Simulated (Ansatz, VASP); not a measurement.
One calculation of Eu, two programs

Contents of INCAR:

```
  ALGO = Normal
  EDIFF = 1E-7
  ENCUT = 520
  GGA = PE
  ISIF = 2
  ISMEAR = 0
  ISPIN = 2
  LASPH = True
  LCHARG = False
  LDAU = True
  LDAUJ = 0
  LDAUL = 3
  LDAUPRINT = 1
  LDAUTYPE = 2
  LDAUU = 6
  LMAXMIX = 6
  LORBIT = 11
  LREAL = False
  LWAVE = False
  MAGMOM = 7
  NBANDS = 18
  NELM = 150
  PREC = Accurate
  SIGMA = 0.05
```

Contents of KPOINTS:

```
k-points
0
Gamma
  4 4 4
```

POSCAR

```
Eu
1.0
   -2.3030000000      2.3030000000      2.3030000000
    2.3030000000     -2.3030000000      2.3030000000
    2.3030000000      2.3030000000     -2.3030000000
Eu
1
Direct
    0.0000000000      0.0000000000      0.0000000000
```

Input for Ansatz:

```yaml
crystal:
  lattice:
    - [-2.303, 2.303, 2.303]
    - [2.303, -2.303, 2.303]
    - [2.303, 2.303, -2.303]
  atoms:
    - { symbol: Eu, position: [0.0, 0.0, 0.0], spin: 7.0 }
basis:
  ecutwfc: 420
  ecutrho_ratio: 4
kpoints:
  mp_grid: { grid: [4, 4, 4] }
hamiltonian:
  xc: pbe
  hubbard: { sites: [{ species: Eu, l: f, u_eff: 6.0 }] }
scf:
  occupations: { method: gaussian, width: 0.05 }
output:
  forces: true
  stress: true
  eigenvalues: true
  populations: true
  hubbard: { sites: [{ species: Eu, l: f }] }
magnetization:
  spin_polarized: true
```

Alike in both runs: task single point; functional PBE; k mesh 4 × 4 × 4; occupations gaussian, width 0.05 eV; collinear spin; Hubbard terms Eu f U = 6.0 eV.

```csv
,VASP,Ansatz
version,VASP 6.6.1,Ansatz 0.2.0
potentials or method,"VASP PAW PBE potentials, release 64 (Eu)","scalar-relativistic, plane waves, PAW"
plane-wave cutoff (eV),520,420
valence electrons in the cell,17,17
```

```tsv
	VASP	Ansatz	Ansatz less VASP
gap on the k mesh at the Fermi level (eV)	none	none	-
pressure (GPa)	0.0	-0.1	-0.17
net moment per atom (μB)	7.36	7.40	+0.045
size of the moment on the site where the two differ most (μB)	6.81	7.16	+0.348
```

Site moments also hang on the region over which each program counts them. The programs project onto different local orbitals, so the same U acts differently. A gap of «none» marks a metal or a gap that the smearing closes. Ansatz warned: «filled_band_counts_differ_across_k_points».

Caveats: the k mesh is coarse (spacing up to 0.48 Å⁻¹), so the values aren't converged; spin-orbit coupling is left out, which moves the levels of the heavy elements. The state reached can hang on the start; a lower one may exist.
